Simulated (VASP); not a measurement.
# WC (P-6m2) in VASP: notebook

Runs on WC. Level: PBE. Tasks: single point, relaxation of cell and atoms.

All numbers are computed with VASP 6.6.1; they aren't measurements. Logs are shortened: lines on timing, memory, paths and dates and some standing lists are left out, and cuts for length are marked.

**1. The crystal as given**

The structure is hexagonal, space group P-6m2 (No. 187). Conventional cell: a = 2.922 Å, b = 2.922 Å, c = 2.847 Å, α = 90.00°, β = 90.00°, γ = 120.00°. W (site symmetry -6m2) has 6 C at 2.21 Å as nearest neighbours. C (site symmetry -6m2) has 6 W at 2.21 Å as nearest neighbours.

**2. Single point, PBE**

Input file INCAR:

```
ALGO = Normal ; EDIFF = 1E-7
ENCUT = 520 ; GGA = PE
ISIF = 2 ; ISMEAR = 0
LASPH = True ; LCHARG = True
LELF = True ; LREAL = False
LVHAR = True ; LWAVE = False
NBANDS = 16 ; NELM = 100
PREC = Accurate ; SIGMA = 0.1
```

Input file KPOINTS:

```
k-points
0
Gamma
  18 18 14
```

Input file POSCAR:

```
WC
1.0
    2.9216789052      0.0000000000      0.0000000000
   -1.4608394526      2.5302481536      0.0000000000
    0.0000000000      0.0000000000      2.8470525967
W C
1 1
Direct
    0.0000000000      0.0000000000      0.0000000000
    0.6666666667      0.3333333333      0.5000000000
```

Potentials or basis: VASP PAW PBE potentials, release 64 (W_sv, C).

Command:

```console
cat potpaw_PBE.64/W_sv/POTCAR potpaw_PBE.64/C/POTCAR > POTCAR
mpirun -np 1 vasp_std > vasp.out
```

OUTCAR:

```text
EDIFF = 1E-7
   ENCUT = 520
   GGA = PE
   ISIF = 2
   ISMEAR = 0
   LASPH = True
   LREAL = False
   NELM = 100
   PREC = Accurate

 ion  position               nearest neighbor table
   1  0.000  0.000  0.000-   2 2.21   2 2.21   2 2.21   2 2.21   2 2.21   2 2.21
   2  0.667  0.333  0.500-   1 2.21   1 2.21   1 2.21   1 2.21   1 2.21   1 2.21

  LATTYP: Found a hexagonal cell.
 ALAT       =     2.9216789052
 C/A-ratio  =     0.9744577310

  Lattice vectors:

 A1 = (   2.9216789052,   0.0000000000,   0.0000000000)
 A2 = (  -1.4608394526,   2.5302481536,   0.0000000000)
 A3 = (   0.0000000000,   0.0000000000,   2.8470525967)

Analysis of symmetry for initial positions (statically):
=====================================================================
 Subroutine PRICEL returns:
 Original cell was already a primitive cell.

 Routine SETGRP: Setting up the symmetry group for a
 hexagonal supercell.

 Subroutine GETGRP returns: Found 12 space group operations
 (whereof 12 operations were pure point group operations)
 out of a pool of 24 trial point group operations.

The static configuration has the point symmetry D_3h.

Analysis of symmetry for dynamics (positions and initial velocities):
=====================================================================
 Subroutine PRICEL returns:
 Original cell was already a primitive cell.

 Routine SETGRP: Setting up the symmetry group for a
 hexagonal supercell.

 Subroutine GETGRP returns: Found 12 space group operations
 (whereof 12 operations were pure point group operations)
 out of a pool of 24 trial point group operations.

The dynamic configuration has the point symmetry D_3h.

 Subroutine INISYM returns: Found 12 space group operations
 (whereof 12 operations are pure point group operations),
 and found     1 'primitive' translations

----------------------------------------------------------------------------------------

                                     Primitive cell

  volume of cell :      21.0470

  direct lattice vectors                    reciprocal lattice vectors
     2.921678905  0.000000000  0.000000000     0.342268960  0.197609076  0.000000000
    -1.460839453  2.530248154  0.000000000     0.000000000  0.395218152  0.000000000
     0.000000000  0.000000000  2.847052597     0.000000000  0.000000000  0.351240438

  length of vectors
     2.921678905  2.921678905  2.847052597     0.395218152  0.395218152  0.351240438

  position of ions in fractional coordinates (direct lattice)
     0.000000000  0.000000000  0.000000000
     0.666666667  0.333333333  0.500000000

  ion indices of the primitive-cell ions
   primitive index   ion index
                 1           1
                 2           2

----------------------------------------------------------------------------------------

 KPOINTS: k-points

Automatic generation of k-mesh.
 Grid dimensions read from file:
 generate k-points for:   18   18   14

 Generating k-lattice:

  Cartesian coordinates                     Fractional coordinates (reciprocal lattice)
     0.019014942  0.010978282  0.000000000     0.055555556  0.000000000  0.000000000
     0.000000000  0.021956564  0.000000000     0.000000000  0.055555556  0.000000000
     0.000000000  0.000000000  0.025088603     0.000000000  0.000000000  0.071428571

  Length of vectors
     0.021956564  0.021956564  0.025088603

  Shift w.r.t. Gamma in fractional coordinates (k-lattice)
     0.000000000  0.000000000  0.000000000

 Subroutine IBZKPT returns following result:
 ===========================================

 Found    296 irreducible k-points:

 Following reciprocal coordinates:
            Coordinates               Weight
  0.000000  0.000000  0.000000      1.000000
  0.055556  0.000000  0.000000      6.000000
  0.111111  0.000000  0.000000      6.000000
  0.166667  0.000000  0.000000      6.000000
  0.222222  0.000000  0.000000      6.000000
  0.277778  0.000000  0.000000      6.000000
[... 16 lines left out ...]
  0.333333  0.111111  0.000000     12.000000
  0.388889  0.111111  0.000000     12.000000
 [... further k-points ...]
   k-points           NKPTS =    296   k-points in BZ     NKDIM =    296   number of bands    NBANDS=     16
   number of dos      NEDOS =    301   number of ions     NIONS =      2
   total plane-waves  NPLWV =  13824
   dimension x,y,z NGX =    24 NGY =   24 NGZ =   24
   dimension x,y,z NGXF=    48 NGYF=   48 NGZF=   48
   ions per type =               1   1
   NGX,Y,Z   is equivalent  to a cutoff of  13.66, 13.66, 14.01 a.u.
   NGXF,Y,Z  is equivalent  to a cutoff of  27.31, 27.31, 28.03 a.u.
 SYSTEM =  unknown system
   PREC   = accura    normal or accurate (medium, high low for compatibility)
   ISTART =      0    job   : 0-new  1-cont  2-samecut
   ICHARG =      2    charge: 1-file 2-atom 10-const
   ISPIN  =      1    spin polarized calculation?
   LNONCOLLINEAR =      F non collinear calculations
   LSORBIT =      F    spin-orbit coupling
   LASPH  =      T    aspherical Exc in radial PAW
   ENCUT  =  520.0 eV  38.22 Ry    6.18 a.u.   5.43  5.43  5.29*2*pi/ulx,y,z
   NELM   =    100;   NELMIN=  2; NELMDL= -5     # of ELM steps
   EDIFF  = 0.1E-06   stopping-criterion for ELM
   LREAL  =      F    real-space projection
   EDIFFG = 0.1E-05   stopping-criterion for IOM
   NSW    =      0    number of steps for IOM
   IBRION =     -1    ionic relax: 0-MD 1-quasi-New 2-CG
   NFREE  =      0    steps in history (QN), initial steepest desc. (CG)
   ISIF   =      2    stress and relaxation
   ISYM   =      2    0-nonsym 1-usesym 2-fastsym
   POTIM  = 0.5000    time-step for ionic-motion
   TEBEG  =    0.0;   TEEND  =   0.0 temperature during run
   PSTRESS=    0.0 pullay stress
   NELECT =      18.0000    total number of electrons
   NUPDOWN=      -1.0000    fix difference up-down
   EMIN   =  10.00;   EMAX   =-10.00  energy-range for DOS
   EFERMI =   0.00;   METHOD = LEGACY
   ISMEAR =     0;   SIGMA  =   0.10  broadening in eV -4-tet -1-fermi 0-gaus
   EFERMI_NEDOS =   21; number of points for ismear=-14 and -15
   IALGO  =     38    algorithm
   IMIX   =      4    mixing-type and parameters
     AMIX     =   0.40;   BMIX     =  1.00
     AMIX_MAG =   1.60;   BMIX_MAG =  1.00
  volume/ion in A,a.u.               =      10.52        71.02
  Fermi-wavevector in a.u.,A,eV,Ry     =   1.553944  2.936528 32.854550  2.414741
  Thomas-Fermi vector in A             =   2.658101
   LORBIT       =      0    0 simple, 1 ext, 2 COOP (PROOUT), +10 PAW based schemes
   GGA     = PE    functional components
   LHFCALC =     F    Hartree Fock is set to
   AEXX    =    0.0000 exact exchange contribution
   IVDW    =     0    specifies the selected vdW correction
   LEPSILON=     F    determine dielectric tensor
   LRPA    =     F    only Hartree local field effects (RPA)
 non-spin polarized calculation
 Gauss-broadening in eV      SIGMA  =   0.10
  energy-cutoff  :      520.00
  volume of cell :       21.05
 maximum number of plane-waves:       587
 NGX is ok and might be reduce to    24
   NGX = 11   NGY = 11   NGZ = 11

 number of electron      18.0000000 magnetization

 Free energy of the ion-electron system (eV)
  ---------------------------------------------------
  ext. energy  EPLUGINS =         0.00000000
  ---------------------------------------------------
  free energy    TOTEN  =       -22.44989394 eV

  energy without entropy =      -22.44850170  energy(sigma->0) =      -22.44919782

 E-fermi :  10.8661     XC(G=0): -13.7212

 val. band max:       10.8574488415   @ k =   0.4444   0.0000   0.5000
 cond. band min:      10.8766317638   @ k =   0.4444   0.0556   0.4286
 fundamental gap:      0.0191829223
 Fermi energy:        10.8661493552

 k-point     1 :       0.0000    0.0000    0.0000
  band No.  band energies     occupation
      1     -63.1558      2.00000
      2     -27.1323      2.00000
      3     -27.0418      2.00000
      4     -27.0418      2.00000
      5      -3.4641      2.00000
      6       6.6474      2.00000
[... 8 lines left out ...]
     15      25.0940      0.00000
     16      27.4764      0.00000

 k-point     2 :       0.0556    0.0000    0.0000
  band No.  band energies     occupation
      1     -63.1542      2.00000
      2     -27.1291      2.00000
      3     -27.0663      2.00000
      4     -27.0473      2.00000
      5      -3.3841      2.00000
      6       6.6768      2.00000
[... 8 lines left out ...]
     15      24.9128      0.00000
     16      27.6456      0.00000

 k-point     3 :       0.1111    0.0000    0.0000
  band No.  band energies     occupation
      1     -63.1494      2.00000
      2     -27.1362      2.00000
      3     -27.1201      2.00000
      4     -27.0632      2.00000
      5      -3.1504      2.00000
      6       6.6427      2.00000
[... 8 lines left out ...]
     15      24.6118      0.00000
     16      28.1337      0.00000

 k-point     4 :       0.1667    0.0000    0.0000
  band No.  band energies     occupation
      1     -63.1422      2.00000
      2     -27.2421      2.00000
      3     -27.1063      2.00000
      4     -27.0876      2.00000
      5      -2.7809      2.00000
      6       6.2626      2.00000
[... 8 lines left out ...]
     15      24.4562      0.00000
     16      28.8864      0.00000
[... 324 lines left out ...]
 k-point    22 :       0.2778    0.1111    0.0000
  band No.  band energies     occupation
      1     -63.1129      2.00000
      2     -27.6226      2.00000
      3     -27.2239      2.00000
      4     -27.0494      2.00000
      5      -1.0188      2.00000
      6       4.6508      2.00000
[... 8 lines left out ...]
     15      25.8417      0.00000
     16      27.2842      0.00000

 k-point    23 :       0.3333    0.1111    0.0000
  band No.  band energies     occupation
      1     -63.1061      2.00000
      2     -27.7077      2.00000
      3     -27.2544      2.00000
      4     -27.0363      2.00000
      5      -0.5133      2.00000
      6       4.3067      2.00000
[... 8 lines left out ...]
     15      25.3291      0.00000
     16      27.5376      0.00000

 k-point    24 :       0.3889    0.1111    0.0000
  band No.  band energies     occupation
      1     -63.1016      2.00000
      2     -27.7628      2.00000
      3     -27.2741      2.00000
      4     -27.0276      2.00000
      5      -0.1441      2.00000
      6       4.0760      2.00000
[... 8 lines left out ...]
     15      24.4804      0.00000
     16      28.2096      0.00000

 [... further k-points ...]

------------------------ aborting loop because EDIFF is reached ----------------------------------------

  FORCE on cell =-STRESS in cart. coord.  units (eV):
  Direction    XX          YY          ZZ          XY          YZ          ZX
  --------------------------------------------------------------------------------------
  -------------------------------------------------------------------------------------
  Total        0.1306100      0.1306100      0.1685491      0.0000000     -0.0000000      0.0000000
  in kB        9.9425092      9.9425092     12.8305707      0.0000000     -0.0000000      0.0000000
  external PRESSURE =      10.9051963 kB  Pullay stress =       0.0000000 kB

 VOLUME and BASIS-vectors are now :
 -----------------------------------------------------------------------------
  energy-cutoff  :      520.00
  volume of cell :       21.05
      direct lattice vectors                 reciprocal lattice vectors
     2.921678905  0.000000000  0.000000000     0.342268960  0.197609076  0.000000000
    -1.460839453  2.530248154  0.000000000     0.000000000  0.395218152  0.000000000
     0.000000000  0.000000000  2.847052597     0.000000000  0.000000000  0.351240438

 POSITION                                       TOTAL-FORCE (eV/Angst)
 -----------------------------------------------------------------------------------
      0.00000      0.00000      0.00000        -0.000000      0.000000      0.000000
      1.46084      0.84342      1.42353         0.000000     -0.000000      0.000000
 -----------------------------------------------------------------------------------
    total drift:                                0.000000     -0.000000      0.000000

  FREE ENERGIE OF THE ION-ELECTRON SYSTEM (eV)
  ---------------------------------------------------
  free  energy   TOTEN  =       -22.4498939361 eV

  energy  without entropy=      -22.4485016962  energy(sigma->0) =      -22.44919782
```

Wall time 28 s (1 thread of Intel Xeon 6975P-C (Granite Rapids), shared host); peak memory 0.22 GiB.

What came out:

| Property | Result |
| --- | --- |
| Free energy | -22.4499 eV |
| Pressure | 1.1 GPa |
| Band gap on the k mesh | none (metal or under the smearing width) |

Stress tensor (GPa, compression positive):
```
0.99 0.00 0.00
0.00 0.99 0.00
0.00 0.00 1.28
```

The run has no spin-orbit coupling, so splittings on W are missing.

**3. Relaxation of cell and atoms, PBE**

This run uses another cell than the first one, of 10.38 Å³/atom, 0.986 times its volume.

Input file INCAR:

```
PREC = Accurate
ENCUT = 600
EDIFF = 1E-7
ISMEAR = 0
SIGMA = 0.1
LREAL = False
LASPH = True
NELM = 100
ALGO = Fast
ISIF = 3
LWAVE = False
LCHARG = False
GGA = PE
IBRION = 2
NSW = 100
EDIFFG = -0.01
```

Input file KPOINTS:

```
Automatic mesh
0
Gamma
  18 18 14
```

Input file POSCAR:

```
WC
1.0
    2.9065000000      0.0000000000      0.0000000000
   -1.4532500000      2.5171028361      0.0000000000
    0.0000000000      0.0000000000      2.8366000000
W C
1 1
Direct
    0.0000000000      0.0000000000      0.0000000000
    0.6666666667      0.3333333333      0.5000000000
```

Potentials or basis: VASP PAW PBE potentials, release 64 (W_sv, C).

Command:

```console
cat potpaw_PBE.64/W_sv/POTCAR potpaw_PBE.64/C/POTCAR > POTCAR
mpirun -np 1 vasp_std > vasp.out
```

Run time: 2.1 min. Hardware: 1 thread of Intel Xeon 6975P-C (Granite Rapids), shared host; peak memory 0.23 GiB.

It converged, with:

```yaml
Free_energy: -22.4507 eV
Relaxed_volume: 10.55 Å³/atom
Relaxed_cell: a = 2.924 Å, b = 2.924 Å, c = 2.850 Å, α = 90.00°, β = 90.00°, γ = 120.00°
Space_group_after_relaxing_to_0.05_Å: P-6m2 (No. 187)
Energy_gained_by_relaxing: 3.6 meV/atom
Ionic_steps: 6
Pressure_after_relaxing: 0.0 GPa
Band_gap_on_the_k_mesh: none (metal or under the smearing width)
```

The path:
```csv
step,energy change (eV),largest force (eV/Å),pressure (GPa),volume (Å³)
1,0.0000,0.0000,6.63,20.75
2,0.0427,0.0000,-15.76,22.07
3,-0.0070,0.0000,-0.10,21.10
4,-0.0070,0.0000,0.03,21.10
5,-0.0070,0.0000,0.03,21.10
6,-0.0071,0.0000,0.02,21.10
```

Final structure:
```
W C
1.0
     2.92398    0.00000    0.00000
    -1.46199    2.53224    0.00000
     0.00000    0.00000    2.84979
W C
1 1
Direct
  0.00000 0.00000 0.00000
  0.66667 0.33333 0.50000
```

Levels at points of the mesh, in eV from the Fermi level:
```csv
k point,band 5,band 6,band 7,band 8,band 9,band 10,band 11,band 12,band 13
"(0.00, 0.00, 0.00)",-14.31,-4.20,-3.26,-3.26,0.11,3.17,3.17,5.55,5.55
"(0.50, 0.00, 0.00)",-11.02,-6.94,-3.52,-3.48,-0.46,2.31,4.43,4.77,6.78
"(0.00, 0.00, 0.50)",-10.37,-8.53,-1.97,-1.97,-0.55,-0.55,3.63,4.49,4.49
"(0.50, 0.00, 0.50)",-11.17,-6.34,-4.23,-4.14,0.27,4.33,5.20,6.50,9.02
```

Spin-orbit coupling is left out, which matters for the levels of W. Zero-point motion and thermal expansion aren't in these numbers.

**4. Single point, PBE**

This run uses another cell than the first one, of 10.38 Å³/atom, 0.986 times its volume.

Input file INCAR:

```
PREC = Accurate
ENCUT = 520
EDIFF = 1E-7
ISMEAR = 0
SIGMA = 0.1
LREAL = F
LASPH = T
NELM = 100
ALGO = Normal
ISIF = 2
LWAVE = F
LCHARG = T
GGA = PE
LELF = T
LVHAR = T
NBANDS = 16
```

Input file KPOINTS:

```
Automatic mesh
0
Gamma
  9 9 6
```

POSCAR is that of step 3.

Potentials or basis: VASP PAW PBE potentials, release 64 (W_sv, C).

Command:

```console
cat potpaw_PBE.64/W_sv/POTCAR potpaw_PBE.64/C/POTCAR > POTCAR
mpirun -np 1 vasp_std > vasp.out
```

OUTCAR:

```text
PREC = Accurate
   ENCUT = 520
   EDIFF = 1E-7
   ISMEAR = 0
   LREAL = F
   LASPH = T
   NELM = 100
   ISIF = 2
   GGA = PE

 ion  position               nearest neighbor table
   1  0.000  0.000  0.000-   2 2.20   2 2.20   2 2.20   2 2.20   2 2.20   2 2.20
   2  0.667  0.333  0.500-   1 2.20   1 2.20   1 2.20   1 2.20   1 2.20   1 2.20

  LATTYP: Found a hexagonal cell.
 ALAT       =     2.9065000000
 C/A-ratio  =     0.9759504559

  Lattice vectors:

[... 642 lines left out ...]

 [... further k-points ...]

------------------------ aborting loop because EDIFF is reached ----------------------------------------

  FORCE on cell =-STRESS in cart. coord.  units (eV):
  Direction    XX          YY          ZZ          XY          YZ          ZX
  --------------------------------------------------------------------------------------
  -------------------------------------------------------------------------------------
  Total        0.9611823      0.9611823      0.7725734      0.0000000     -0.0000000      0.0000000
  in kB       74.2073530     74.2073530     59.6459491      0.0000000     -0.0000000      0.0000000
  external PRESSURE =      69.3535517 kB  Pullay stress =       0.0000000 kB

 VOLUME and BASIS-vectors are now :
 -----------------------------------------------------------------------------
  energy-cutoff  :      520.00
  volume of cell :       20.75
      direct lattice vectors                 reciprocal lattice vectors
     2.906500000  0.000000000  0.000000000     0.344056425  0.198641070  0.000000000
    -1.453250000  2.517102836  0.000000000     0.000000000  0.397282139  0.000000000
     0.000000000  0.000000000  2.836600000     0.000000000  0.000000000  0.352534725

 POSITION                                       TOTAL-FORCE (eV/Angst)
 -----------------------------------------------------------------------------------
      0.00000      0.00000      0.00000        -0.000000      0.000000      0.000000
      1.45325      0.83903      1.41830         0.000000     -0.000000      0.000000
 -----------------------------------------------------------------------------------
    total drift:                                0.000000     -0.000000      0.000000

  FREE ENERGIE OF THE ION-ELECTRON SYSTEM (eV)
  ---------------------------------------------------
  free  energy   TOTEN  =       -22.4350565726 eV

  energy  without entropy=      -22.4313804976  energy(sigma->0) =      -22.43321854
```

stdout:

```text
POSCAR found type information on POSCAR W C
 POSCAR found :  2 types and       2 ions
 scaLAPACK will be used
 LDA part: xc-table for (Slater+PW92), standard interpolation
 POSCAR, INCAR and KPOINTS ok, starting setup
 FFT: planning ... GRIDC
 FFT: planning ... GRID_SOFT
 FFT: planning ... GRID
 WAVECAR not read
 entering main loop
```

Wall time 6.3 s (1 thread of Intel Xeon 6975P-C (Granite Rapids), shared host); peak memory 0.15 GiB.

What came out:

* Free energy: -22.4351 eV
* Pressure: 6.9 GPa
* Band gap on the k mesh: none (metal or under the smearing width)

Stress tensor (GPa, compression positive):
```
7.42 0.00 0.00
0.00 7.42 0.00
0.00 0.00 5.96
```

Caveat: the k mesh is coarse (spacing up to 0.37 Å⁻¹), so the values aren't converged.

**5. The runs side by side**

| task | cell | k mesh | cutoff (eV) | mesh quality | gap on the mesh (eV) | pressure (GPa) |
| --- | --- | --- | --- | --- | --- | --- |
| single point | P-6m2, 10.52 Å³/atom | 18 × 18 × 14 | 520 | not flagged | none | 1.1 |
| relaxation of cell and atoms | relaxed | 18 × 18 × 14 | 600 | not flagged | none | 0.0 |
| single point | P-6m2, 10.38 Å³/atom | 9 × 9 × 6 | 520 | coarse | none | 6.9 |

Alike in all rows: level PBE; potentials or basis VASP PAW PBE potentials, release 64 (W_sv, C); no spin polarisation; smearing gaussian 0.1 eV.

Caveats: some runs use coarse meshes.

Total energies depend on the potentials used, so only differences within one code and one set of settings carry meaning.
